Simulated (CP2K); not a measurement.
The system is ZrB2.

```
Zr B
1.0
     3.17000    0.00000    0.00000
    -1.58500    2.74530    0.00000
     0.00000    0.00000    3.53300
Zr B
1 2
Direct
  0.00000 0.00000 0.00000
  0.66667 0.33333 0.50000
  0.33333 0.66667 0.50000
```

Base run:

| Item | Value |
| --- | --- |
| Program | CP2K 2026.2 |
| Functional | MS2 |
| Potentials or basis | POTENTIAL_UZH Zr GTH-PBE-q12, B GTH-PBE-q3; TZVP-MOLOPT-PBE-GTH basis |
| Density cutoff | 9524 eV |
| k mesh | 10 × 10 × 8 |
| Occupations | fermi-dirac, width 0.05 eV |
| Spin | no spin polarisation |

Its results: band gap on the k mesh none (metal or under the smearing width); pressure 0.3 GPa.

Task: After a change of settings the same cell gave: band gap on the k mesh none (metal or under the smearing width); pressure -3.3 GPa. Which change was it?
A. functional from MS2 to BLYP
B. functional from MS2 to HLE16
C. functional from MS2 to PW91
D. functional from MS2 to LDA

Result: D.

Caveats: the potentials were made for another functional, which shifts forces and pressure; the basis of atomic orbitals isn't converged, which shifts pressures, moduli and gaps.
